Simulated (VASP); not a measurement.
A run of VASP 6.6.1:

The input INCAR:

```
SYSTEM = In
PREC     = Accurate       ! precision mode
ENCUT    = 600            ! plane-wave cutoff, eV
EDIFF    = 1E-7           ! SCF threshold, eV
ISMEAR   = 1              ! smearing method
SIGMA    = 0.1            ! smearing width, eV
LREAL    = .FALSE.        ! projectors in reciprocal space
LASPH    = .TRUE.         ! aspherical terms in the spheres
NELM     = 80             ! most SCF steps
ALGO     = Normal         ! electronic algorithm
ISIF     = 3              ! what is computed and relaxed
LWAVE    = .FALSE.        ! write WAVECAR
LCHARG   = .FALSE.        ! write CHGCAR
GGA      = PS             ! functional
IBRION   = 2              ! ionic algorithm
NSW      = 90             ! ionic steps
EDIFFG   = -0.005         ! ionic threshold
KPAR     = 4
```

Contents of KPOINTS:

```
Automatic mesh
0
G
  16 16 16
  0 0 0
```

File POSCAR:

```
In                                      
1.0
   -1.6119940467      1.6119940467      2.4580007294
    1.6119940467     -1.6119940467      2.4580007294
    1.6119940467      1.6119940467     -2.4580007294
  In            
     1
Direct
     0.0000000000000000    0.0000000000000000    0.0000000000000000
```

Potentials or basis: VASP PAW PBE potentials, release 64 (In_d).

The run is started by

```bash
$ cat potpaw_PBE.64/In_d/POTCAR > POTCAR
$ mpirun -np 4 vasp_std > vasp.out
```

Hardware: 4 MPI ranks on Intel(R) Xeon(R) 6975P-C (Granite Rapids), on a shared host.

Task: How long does it take, and how much memory?

Result: Run time: 2.7 min on 4 MPI ranks on Intel(R) Xeon(R) 6975P-C (Granite Rapids), with other jobs on the host, peak memory 0.25 GiB a rank. Counts: scf iterations 155, k points 349, ion steps 27.
